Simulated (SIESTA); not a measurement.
As:

```
CELL_PARAMETERS angstrom
1.88080 1.08588 3.51406
-1.88080 1.08588 3.51406
0.00000 -2.17176 3.51406
ATOMIC_POSITIONS crystal
As 0.22600 0.22600 0.22600
As 0.77400 0.77400 0.77400
```

Program: SIESTA 5.4.2. Alike in all runs: no spin polarisation; cell as given; smearing fermi-dirac 0.05 eV; grid cutoff 500 Ry; energy shift 0.003 Ry.

Task: Order these runs on this cell by their pressure, lowest first.
A. level BLYP; potentials or basis PseudoDojo 0.4 standard (PBE files), SZP (energy shift 0.003 Ry); k mesh 7 × 7 × 7; wannier functions 15; bands left out below 0; projections ["random"]; wannier mesh 5 × 5 × 5
B. level PBEsol; potentials or basis PseudoDojo 0.4 standard (PBEsol files), DZP (energy shift 0.003 Ry; two zetas on semicore shells); k mesh 9 × 9 × 9
C. level LDA; potentials or basis PseudoDojo 0.4 standard (LDA files), DZP (energy shift 0.003 Ry; two zetas on semicore shells); k mesh 9 × 9 × 9

Result: C (0.7 GPa), B (2.4 GPa), A (14.4 GPa).

Caveats: the basis of atomic orbitals isn't converged, which shifts pressures, moduli and gaps; random starting centres can end in a local minimum of the spread (some runs); the potentials were made for another functional, which shifts forces and pressure (some runs).
